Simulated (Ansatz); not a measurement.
# RuS2 (CdI2 type): the equilibrium volume

At what volume is RuS2 (CdI2 type) free of pressure? The start comes from a prototype table, not from a measured structure.

Method: DFT PBE, scalar-relativistic, plane waves, PAW, in Ansatz 0.2.0.

4 further runs of the same task are left out: 4 that didn't finish. Runs told in other sessions of the task aren't counted.

## (1) The system as given

The structure is trigonal, space group P-3m1 (No. 164). Conventional cell: a = 3.498 Å, b = 3.498 Å, c = 5.643 Å, α = 90.00°, β = 90.00°, γ = 120.00°. Around Ru (site symmetry -3m) lie 6 S at 2.47 Å. S (site symmetry 3m) is surrounded by 3 Ru at 2.47 Å.

Coordinates:

```cif
data_structure
_symmetry_space_group_name_H-M 'P-3m1'
_symmetry_Int_Tables_number 164
_cell_length_a 3.4980
_cell_length_b 3.4980
_cell_length_c 5.6430
_cell_angle_alpha 90.000
_cell_angle_beta 90.000
_cell_angle_gamma 120.000
_cell_volume 59.80
loop_
_atom_site_label
_atom_site_type_symbol
_atom_site_symmetry_multiplicity
_atom_site_Wyckoff_symbol
_atom_site_fract_x
_atom_site_fract_y
_atom_site_fract_z
_atom_site_occupancy
Ru1 Ru 1 a 0.00000 0.00000 0.00000 1
S1 S 2 d 0.33333 0.66667 0.25200 1
```

The moments start at Ru 2.00 μB.

## (2) Relaxing cell and atoms

input.yaml

```yaml
crystal:
  lattice:
    - [3.4980130769, 0.0, 0.0]
    - [-1.7490065384, 3.0293681873, 0.0]
    - [0.0, 0.0, 5.6430210957]
  atoms:
    - { symbol: Ru, position: [0.0, 0.0, 0.0], spin: 2.0 }
    - { symbol: S, position: [0.3333333333, 0.6666666667, 0.252] }
    - { symbol: S, position: [0.6666666667, 0.3333333333, 0.748] }
basis:
  ecutwfc: 420
  ecutrho_ratio: 4
kpoints:
  mp_grid: { grid: [12, 12, 6] }
hamiltonian:
  xc: pbe
scf:
  occupations: { method: gaussian, width: 0.05 }
output:
  forces: true
  stress: true
  eigenvalues: true
  populations: true
magnetization:
  spin_polarized: true
relax:
  f_tol: 0.01
  max_steps: 60
  cell: { stress_tol: 0.04 }
```

Started as:

```console
ansatz run input.yaml --threads 2 --pin off --max-ram 2662MiB --backend cpu --events-out ev --progress --plain --runs-dir out
```

After this run come: Relaxing cell and atoms once more, on the mesh of the new cell.

What does the calculation give? Wanted: volume; pressure; conventional cell; gap on the mesh; spin moments in spheres.

**Answer**, as computed:

```
               quantity                                                                       value
                 volume                                                              17.587 Å³/atom
               pressure                                                                    0.02 GPa
      conventional cell  a = 3.436 Å, b = 3.436 Å, c = 5.159 Å, α = 90.00°, β = 90.00°, γ = 120.00°
        gap on the mesh                                                                none (metal)
spin moments in spheres                                                          Ru 0.53; S 0.07 μB
```

In words: From the first run shown, the volume went from 19.93 to 17.59 Å³/atom (-11.8 %) in 2 runs, where the pressure is zero within 0.02 GPa. No dispersion term is included, so distances between weakly bound layers or units are the least certain numbers.
